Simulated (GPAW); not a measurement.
Runs of GPAW 26.7.0 on Hf. Symmetry: P6_3/mmc, No. 194, hexagonal system. Conventional cell: a = 3.197 Å, b = 3.197 Å, c = 5.058 Å, α = 90.00°, β = 90.00°, γ = 120.00°. Around Hf (site symmetry -6m2) lie 12 Hf at 3.13 to 3.20 Å. 

```csv
task,level,potentials or basis,cell,smearing,optimizer,fmax,max steps,convergence,eigensolver,gap on the mesh (eV),pressure (GPa),relaxed volume (Å³/atom)
relaxation of cell and atoms,RPBE+D3(BJ),"the program's PAW data sets (release 1.2.1) made for this functional, pw",relaxed,fermi-dirac 0.05 eV,BFGS,0.02 eV/Å,40,density=1e-05 forces=0.0001,-,none,0.1,18.25
relaxation of cell and atoms,PBEsol+D3(BJ),"PAW data sets generated in the run's folder for this functional, pw",relaxed,fermi-dirac 0.05 eV,BFGS,0.05 eV/Å,40,density=1e-05 forces=0.0001,-,none,0.3,20.88
relaxation of cell and atoms,BLYP+D3(BJ),"PAW data sets generated in the run's folder for this functional, pw",relaxed,fermi-dirac 0.05 eV,LBFGS,0.02 eV/Å,60,density=1e-05 forces=0.0001,davidson,none,0.1,(b)
band structure,LDA,"the program's PAW data sets (release 1.2.1) made for this functional, pw",as given,fermi-dirac 0.05 eV,-,-,-,-,-,-,-7.5,-
atomic charges,LDA,"the program's PAW data sets (release 1.2.1) made for this functional, pw",as given,methfessel-paxton 0.2 eV,-,-,-,-,-,none,-7.6,-
relaxation of cell and atoms,BLYP+D4,"PAW data sets generated in the run's folder for this functional, pw",relaxed,fermi-dirac 0.05 eV,BFGS,0.02 eV/Å,60,density=1e-05 forces=0.0001,davidson,none,0.0,(a)
relaxation of cell and atoms,PBEsol+D4,"PAW data sets generated in the run's folder for this functional, pw",relaxed,fermi-dirac 0.05 eV,FIRE,0.05 eV/Å,40,density=1e-05 forces=0.0001,-,none,0.3,21.45
relaxation of cell and atoms,revPBE+D4,"the program's PAW data sets (release 1.2.1) made for this functional, pw",relaxed,fermi-dirac 0.05 eV,FIRE,0.02 eV/Å,40,density=1e-05 forces=0.0001,-,none,0.0,22.61
```

Alike in all rows: no spin polarisation; k mesh 10 × 10 × 5; cutoff (eV) 600.

Question: Fill in the values left out.

Answer: (a) 22.54; (b) 21.35.

Caveats: later steps reuse the first step's grids (some runs); pairwise dispersion overbinds metals, which lowers pressure and volume (some runs); the volume moved by over 15 % at a fixed basis, so the end points are rough (some runs); the volume moved by -18 % from the deposited cell, more than functionals usually miss (some runs); spin-orbit coupling is left out, which moves the levels of the heavy elements (some runs); this smearing can pin the Fermi level at a band edge (some runs).

A k mesh can miss the band edges, and the runs leave out spin-orbit coupling on Hf.

A gap of «none» marks a metal or a gap under the smearing width.

Runs at the PBE level aren't shown here.
